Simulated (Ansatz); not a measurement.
CsPbI3 (cubic perovskite): scan of one atom of the cell

Starting cell, CsPbI₃ (cubic perovskite):

```
CsPbI3
1.0
    6.39047     0.00000     0.00000
    0.00000     6.39047     0.00000
    0.00000     0.00000     6.39047
Cs Pb I
1 1 3
Direct
  0.00000   0.00000   0.00000
  0.50000   0.50000   0.50000
  0.00000   0.50000   0.50000
  0.50000   0.50000   0.00000
  0.50000   0.00000   0.50000
```

Scan: atom 4 (I, nearest neighbour Pb at 3.195 Å; its periodic images, 6.4 Å or more away, move with it) is displaced towards the nearest neighbour, direction (0.000, 0.000, -1.000) in Cartesian axes, by s. The other atoms stay.

Level of theory: PBE (plane waves to 420 eV, PAW, scalar-relativistic; Ansatz, a first-principles code). k mesh 4×4×4 (Γ-centred), Fermi-Dirac smearing 0.05 eV. Energies are smeared free energies. Stress and pressure are positive under compression. F∥ is the force on the atom along that direction. On this mesh the relaxed cell isn't quite at rest: it carries a pressure of 0.1 GPa (compression positive) at the zero of the scan. CsPbI3 was relaxed with its symmetry unable to fall. Spin-orbit coupling is left out, though I and Pb are heavy. This is a high-temperature form of CsPbI3. ΔE is measured from the undisplaced structure.

| s (Å) | ΔE (meV/cell) | P (GPa) | F∥ (eV/Å) |
|---|---|---|---|
| -0.320 | 108.7 | 0.66 | 0.900 |
| -0.256 | 61.3 | 0.46 | 0.595 |
| -0.192 | 30.8 | 0.31 | 0.371 |
| -0.128 | 12.5 | 0.20 | 0.210 |
| -0.064 | 2.9 | 0.14 | 0.094 |
| 0.000 | 0.0 | 0.12 | 0.000 |
| 0.064 | 2.9 | 0.14 | -0.094 |
| 0.128 | 12.5 | 0.20 | -0.210 |
| 0.192 | 30.8 | 0.31 | -0.371 |
| 0.256 | 61.3 | 0.46 | -0.595 |
| 0.320 | 108.7 | 0.66 | -0.900 |

Summary:

```
Item                                                                                                                                                    Result
--------------------------------------------------------  ----------------------------------------------------------------------------------------------------
Energy at s = 0.320 Å                                                                                                                           108.7 meV/cell
Force along the line at s = -0.320 Å                                                                                                                0.900 eV/Å
Symmetry of the curve                                                                                                            even: the same for both signs
Shape of the curve                                                                              a single well with its minimum at or next to zero displacement
Force constant k = d²E/ds² at s = 0 (finite differences)                                                                                            1.40 eV/Å²
Harmonic estimate at the end of the scan                  ½ks² = 71.8 meV/cell against the computed 108.7 meV/cell, so the well is stiffer than harmonic there
```

(A displaced cell: forces are minus the slopes of the energy, force constants its curvatures, and phonons follow from these.)
